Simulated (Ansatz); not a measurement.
## A computed series for BeO: thickness series

Take BeO in the wurtzite structure (space group P6_3mc, No. 186) as the base.

```
CELL_PARAMETERS angstrom
      2.71181     0.00000     0.00000
     -1.35591     2.34850     0.00000
      0.00000     0.00000     4.40456
ATOMIC_POSITIONS crystal
  Be 0.66667 0.33333 0.00149
  Be 0.33333 0.66667 0.50149
  O  0.66667 0.33333 0.62371
  O  0.33333 0.66667 0.12371
```

Cartesian axes are those of the cell as printed.

Free-standing slabs (4 atom(s) a layer) normal to the y axis with 15 Å of vacuum; in-plane cell held at bulk.

The values are results of PBE (Ansatz, an electronic-structure program; PAW; 420 eV plane waves; no SOC), not measurements.

Problem. Only one of these has a direct gap. Which?
A) 2 layers
B) 1 layer
C) 3 layers

Solution. A, 2 layers. Computed: 3 layers: indirect, Γ–X (20 % along) → Γ; 1 layer: indirect, Γ–X (60 % along) → Γ; 2 layers: direct at Γ

No phonon test of stability was made. Labels are those of the standard path for the cell's own space group.
